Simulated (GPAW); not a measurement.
# SnO2 (P1) in GPAW: notebook

Runs on SnO2. Level: PBE. Tasks: single point.

All numbers are computed with GPAW 26.7.0; they aren't measurements. Logs are shortened: lines on timing, memory, paths and dates and some standing lists are left out, and cuts for length are marked. The log counts tension as positive stress, the text compression.

**1. The cell of the first run**

The typed cell holds 6 atoms: a = 3.234 Å, b = 5.151 Å, c = 5.602 Å, α = 111.25°, β = 90.00°, γ = 90.00°.

The cell comes from a database or a generator and needn't be the stable form of this composition.

**2. Single point, PBE (a zone-boundary wave of random shape, sigma 0.02 Å)**

run.py reads:

```python
from ase.dft.bandgap import bandgap
from ase.io import read, write
from ase.units import GPa
from gpaw import GPAW, PW

atoms = read('SnO2.xyz')

calc = GPAW(mode=PW(650),
            xc='PBE',
            kpts={'size': (5, 4, 3), 'gamma': True},
            occupations={'name': 'fermi-dirac', 'width': 0.05},
            nbands=43,
            maxiter=120,
            txt='gpaw.txt')
atoms.calc = calc
energy = atoms.get_potential_energy()
forces = atoms.get_forces()
stress = atoms.get_stress()
calc.write('gs.gpw')
write('result.traj', atoms)
print(f'Energy: {energy:.6f} eV')
print('Forces (eV/A):')
print(forces.round(4))
print('Stress (GPa):', (stress / GPa).round(3))
print('Fermi level:', round(calc.get_fermi_level(), 4), 'eV')
print(f'Gap: {bandgap(calc)[0]:.4f} eV, direct: {bandgap(calc, direct=True)[0]:.4f} eV')
```

SnO2.xyz reads:

```xyz
6
Lattice="1.6170930800 -2.8008873700 0.0000000000 1.6170930800 0.9336291200 4.8005925800 -4.8512792300 -2.8008873700 0.0000000000" Properties=species:S:1:pos:R:3 pbc="T T T"
Sn     1.6116972123     -0.9363533147      2.4135494300
Sn    -1.6116972073     -0.9309049353      2.3870431500
O     -1.6117225771     -2.8192052131      3.4107945768
O      1.6117225869     -2.7825695316      3.4205446764
O     -0.0216189147     -1.9143280562      1.3988982945
O     -1.5954741551     -4.6210758091      1.3709476123
```

Potentials or basis: GPAW PAW data sets (gpaw-data 1.2.1), pw.

The run is started by

```
> OMP_NUM_THREADS=1 python run.py
```

gpaw.txt:

```text
__  _  _
 | _ |_)|_||  |
 |__||  | ||/\| - 26.7.0

Input parameters:
  mode=PW(ecut=650.0),
  kpts=MonkhorstPack(size=(5, 4, 3), gamma=True),
  maxiter=120,
  nbands=43,
  occupations=Occupations(name='fermi-dirac', width=0.05),
  xc=XC(name='PBE')

Diagonalizing LCAO Hamiltonian
Converting LCAO to pw mode

        O Sn     OSn

             O
       O

Atoms  # Å, Bohr magnetons
|   | symbol |         x |         y |        z |    initial magnetic moments |
|---|--------|-----------|-----------|----------|-----------------------------|
| 0 |     Sn |  1.611697 | -0.936353 | 2.413549 | ( 0.0000,  0.0000,  0.0000) |
| 1 |     Sn | -1.611697 | -0.930905 | 2.387043 | ( 0.0000,  0.0000,  0.0000) |
| 2 |      O | -1.611723 | -2.819205 | 3.410795 | ( 0.0000,  0.0000,  0.0000) |
| 3 |      O |  1.611723 | -2.782570 | 3.420545 | ( 0.0000,  0.0000,  0.0000) |
| 4 |      O | -0.021619 | -1.914328 | 1.398898 | ( 0.0000,  0.0000,  0.0000) |
| 5 |      O | -1.595474 | -4.621076 | 1.370948 | ( 0.0000,  0.0000,  0.0000) |

Unit cell  # Å
| periodic |         x |         y |        z |  lengths |     angles |
|----------|-----------|-----------|----------|----------|------------|
|      yes |  1.617093 | -2.800887 | 0.000000 | 3.234186 | 111.254249 |
|      yes |  1.617093 |  0.933629 | 4.800593 | 5.150955 |  90.000000 |
|      yes | -4.851279 | -2.800887 | 0.000000 | 5.601775 |  90.000000 |

Number of symmetries: 1
Symmetry operations  # r_c * U_cc + t_c -> r_c
|   | kind |            matrix            |
|---|------|------------------------------|
| 0 |  E   |  1, 0, 0,  0, 1, 0,  0, 0, 1 |

BZ-sampling:
  Number of BZ points: 60
  Number of IBZ points: 31

  Monkhorst-Pack size: [5, 4, 3]
  Monkhorst-Pack shift: [0.0, 0.125, 0.0]

K-points  # in reciprocal-cell coordinates
|     |                                coordinates |     weight |
|-----|--------------------------------------------|------------|
|   0 | (  0.00000000,   0.00000000,   0.00000000) | 0.01666667 |
|   1 | (  0.00000000,   0.00000000,   0.33333333) | 0.03333333 |
|   2 | (  0.00000000,   0.25000000,  -0.33333333) | 0.03333333 |
|   3 | (  0.00000000,   0.25000000,   0.00000000) | 0.03333333 |
|   4 | (  0.00000000,   0.25000000,   0.33333333) | 0.03333333 |
|   5 | (  0.00000000,   0.50000000,   0.00000000) | 0.01666667 |
|   6 | (  0.00000000,   0.50000000,   0.33333333) | 0.03333333 |
|   7 | (  0.20000000,  -0.25000000,  -0.33333333) | 0.03333333 |
|   8 | (  0.20000000,  -0.25000000,   0.00000000) | 0.03333333 |
|   9 | (  0.20000000,  -0.25000000,   0.33333333) | 0.03333333 |
| ... |                                            |            |
|  30 | (  0.40000000,   0.50000000,   0.33333333) | 0.03333333 |

Plane wave coefficients: 3307
Cutoff: 650.0 eV

Spin-components: 1 (collinear spins)
Bands:           43
Projectors:      32
Spin-degeneracy: 2
Datatype:        complex128

Parallelization:
  kpt:    1
  domain: 1
  band:   1

Density:
  Valence electrons: 52.0
  Components: 1
  Grid points: [20 32 35]
  Charge: 0.0  # |e|

Potential:
  Grid points: [20 32 35]

species:
  Sn:
    name:    Tin
    Z:       50.0
    valence: 14
    core:    36
    charge:  0.0  # [|e|]
    compensation charges:
      type: gauss
      rc: 0.38  # [Å]
      lmax: 2
    cutoffs:
      filter: 2.23  # [Å]
      core: 2.35  # [Å]
    projectors
    | kind |    occ | energy [eV] | rcut [Å] |
    |------|--------|-------------|----------|
    |   5s |  2.000 |     -10.538 |    1.201 |
    |   5p |  2.000 |      -3.696 |    1.270 |
    |   4d | 10.000 |     -25.845 |    1.185 |
    |    s |        |      16.674 |    1.201 |
    |    p |        |      23.515 |    1.270 |
    |    d |        |       1.367 |    1.185 |

    Using partial waves for Sn as LCAO basis

  O:
    name:    Oxygen
    Z:       8.0
    valence: 6
    core:    2
    charge:  0.0  # [|e|]
    compensation charges:
      type: gauss
      rc: 0.21  # [Å]
      lmax: 2
    cutoffs:
      filter: 1.17  # [Å]
      core: 0.83  # [Å]
    projectors
    | kind |    occ | energy [eV] | rcut [Å] |
    |------|--------|-------------|----------|
    |   2s |  2.000 |     -23.961 |    0.688 |
    |   2p |  4.000 |      -9.029 |    0.598 |
    |    s |        |       3.251 |    0.688 |
    |    p |        |      18.182 |    0.598 |
    |    d |        |       0.000 |    0.619 |

    Using partial waves for O as LCAO basis

Reference energy: -344184.795819  # eV

eigensolver:
  PPCG
  Converge bands: occupied
  niter=2

density mixing:
  MSR1-Mixer
  Pratt-step length: 0.05
  Maximum mixing coefficient: 0.75
  Old densities: 10
  SVD Regularization: 0.005
  Good broyden scale: 1.0
  Trust region scale: 1.0
  Backstep threshold: 4.0
  History deletion threshold: 6.0
  Fourier metric: weight=20.0, sigma=0.015

occupation numbers:
  Fermi-Dirac:
    width: 0.0500  # eV

poisson solver:
  ecut: 5200.0  # eV

xc functional:
  name: PBE with 2 nearest neighbor stencil

convergence criteria:
- Maximum [total energy] change in last 3 cyles: 0.0005 eV / valence electron
- Maximum integral of absolute [dens]ity change: 0.0001 electrons / valence electron
- Maximum integral of absolute [eigenst]ate change: 4e-08 eV^2 / valence electron
maximum number of iterations: 120

SCF iterations
|iter     | |      energy | eigst |  dens |
|---------|-|-------------|-------|-------|
|iter:   1| |  -43.139831 | +0.46 |       |
|iter:   2| |  -41.715595 | -1.28 | -0.88 |
|iter:   3| |  -37.811979 | -0.81 | -0.94 |
|iter:   4| |  -37.762753 | -2.50 | -1.46 |
|iter:   5| |  -37.768169 | -3.21 | -1.76 |
|iter:   6| |  -37.768459c| -3.94 | -2.66 |
|iter:   7| |  -37.767934c| -4.64 | -2.88 |
|iter:   8| |  -37.767993c| -5.73 | -3.31 |
|iter:   9| |  -37.767999c| -6.58 | -3.91 |
|iter:  10| |  -37.767998c| -7.21 | -4.29c|
|iter:  11| |  -37.767998c| -7.65c| -4.81c|

Converged in 11 steps
Energy contributions relative to reference atoms: (reference = -344184.795819)

Energy contributions:
  Kinetic:          57.755993
  Coulomb:         -53.203266
  Zero:              0.215799
  External:          0.000000
  Xc:              -42.536525
  Entropy:          -0.000000
  Spinorbit:         0.000000
  ----------------------------
  Free energy:     -37.767998
  Extrapolated:    -37.767998

dipole moment: (19.156257, 3.361333, 0.000447)  # |e|*Ang

Fermi level: 4.320
Eigenvalues  # (at kpt = [0.000, 0.000, 0.000])
| band index |      eig [eV] | occ [0-2] |
|------------|---------------|-----------|
|          0 |       -17.314 |     2.000 |
|        ... |               |           |
|         18 |         1.953 |     2.000 |
|         19 |         1.982 |     2.000 |
|         20 |         2.128 |     2.000 |
|         21 |         2.375 |     2.000 |
|         22 |         2.394 |     2.000 |
|         23 |         2.841 |     2.000 |
[... 8 lines left out ...]
|         32 |        14.344 |     0.000 |
|         33 |        14.620 |     0.000 |
|        ... |               |           |
|         42 |        22.271 |     0.000 |

Gap: 1.858 eV
Transition (v -> c):
  (s=0, k=11, n=25, [0.20, 0.00, 0.00]) -> (s=0, k=0, n=26, [0.00, 0.00, 0.00])
Direct/indirect transitions are different
Direct gap: 1.872 eV
Transition at: (s=0, k=0, n=25, [0.00, 0.00, 0.00])

Forces  # eV/Ang
|        x |        y |        z |
|----------|----------|----------|
|  0.30697 |  0.41629 | -0.33131 |  # Sn   0
| -0.26159 | -0.50286 |  0.40344 |  # Sn   1
| -0.14399 |  0.22291 | -0.08920 |  # O    2
|  0.13166 | -0.24241 | -0.33320 |  # O    3
|  0.40368 |  0.70131 |  0.00125 |  # O    4
| -0.43656 | -0.59506 |  0.34860 |  # O    5

Stress tensor  # eV/Ang^3
|         x |         y |         z |
|-----------|-----------|-----------|
|  0.022367 | -0.000032 | -0.000494 |
| -0.000032 |  0.019897 |  0.001118 |
| -0.000494 |  0.001118 |  0.020584 |

# Writing to gs.gpw (mode='')
```

stdout:

```text
Energy: -37.767998 eV
Forces (eV/A):
[[ 0.307   0.4163 -0.3313]
 [-0.2616 -0.5029  0.4034]
 [-0.144   0.2229 -0.0892]
 [ 0.1317 -0.2424 -0.3332]
 [ 0.4037  0.7013  0.0013]
 [-0.4366 -0.5951  0.3486]]
Stress (GPa): [ 3.584  3.188  3.298  0.179 -0.079 -0.005]
Fermi level: 4.3204 eV
Gap: 1.8580 eV, direct: 1.8725 eV
```

Run time: 67 s. Hardware: 1 thread of Arm Neoverse V2, shared host; peak memory 0.27 GiB.

What came out:

| Quantity | Value |
| --- | --- |
| Free energy | -37.7680 eV |
| Pressure | -3.4 GPa |
| Largest force | 0.816 eV/Å |
| Band gap on the k mesh | 1.86 eV |

Forces in eV/Å, atoms in the order of the input:
```
Sn   0.307  0.416 -0.331
Sn  -0.262 -0.503  0.403
O   -0.144  0.223 -0.089
O    0.132 -0.242 -0.333
O    0.404  0.701  0.001
O   -0.437 -0.595  0.349
```

Stress tensor (GPa, compression positive):
```
-3.58  0.01  0.08
 0.01 -3.19 -0.18
 0.08 -0.18 -3.30
```

Caveat: the k mesh is coarse; the cutoff is short for stress and forces, so pressures can be off by a GPa or more; spin-orbit coupling is left out, which moves the levels of the heavy elements; an odd mesh through Γ misses points on the zone boundary, where band edges often lie.

**3. Single point, PBE (a zone-boundary wave of random shape, sigma 0.02 Å)**

run.py: that of step 2 with these lines changed.

```diff
@@ -7,3 +7,3 @@
 
-calc = GPAW(mode=PW(650),
+calc = GPAW(mode=PW(600),
             xc='PBE',
```

SnO2.xyz is that of step 2.

Potentials or basis: GPAW PAW data sets (gpaw-data 1.2.1), pw.

The run is started by

```
> OMP_NUM_THREADS=1 python run.py
```

Run time: 59 s. Hardware: 1 thread of Arm Neoverse V2, shared host; peak memory 0.24 GiB.

The run converged. Its results:

```
Free energy            : -37.5750 eV
Pressure               : -5.5 GPa
Largest force          : 0.819 eV/Å
Band gap on the k mesh : 1.86 eV
```

Forces in eV/Å, atoms in the order of the input:
```
Sn   0.306  0.417 -0.332
Sn  -0.261 -0.503  0.404
O   -0.146  0.227 -0.074
O    0.134 -0.247 -0.320
O    0.409  0.710 -0.014
O   -0.442 -0.604  0.334
```

Stress tensor (GPa, compression positive):
```
-5.67  0.01  0.08
 0.01 -5.30 -0.18
 0.08 -0.18 -5.54
```

Levels at points of the mesh, in eV from the valence-band top:
```csv
k point,band 23,band 24,band 25,band 26,band 27,band 28,band 29,band 30
"(0.00, 0.00, 0.00)",-0.94,-0.49,-0.28,-0.01,1.86,4.97,5.63,6.84
"(0.00, 0.50, 0.00)",-0.91,-0.89,-0.63,-0.59,3.10,5.23,5.56,7.65
```

Caveat: the k mesh is coarse; the cutoff is short for stress and forces, so pressures can be off by a GPa or more; spin-orbit coupling is left out, which moves the levels of the heavy elements; an odd mesh through Γ misses points on the zone boundary, where band edges often lie.
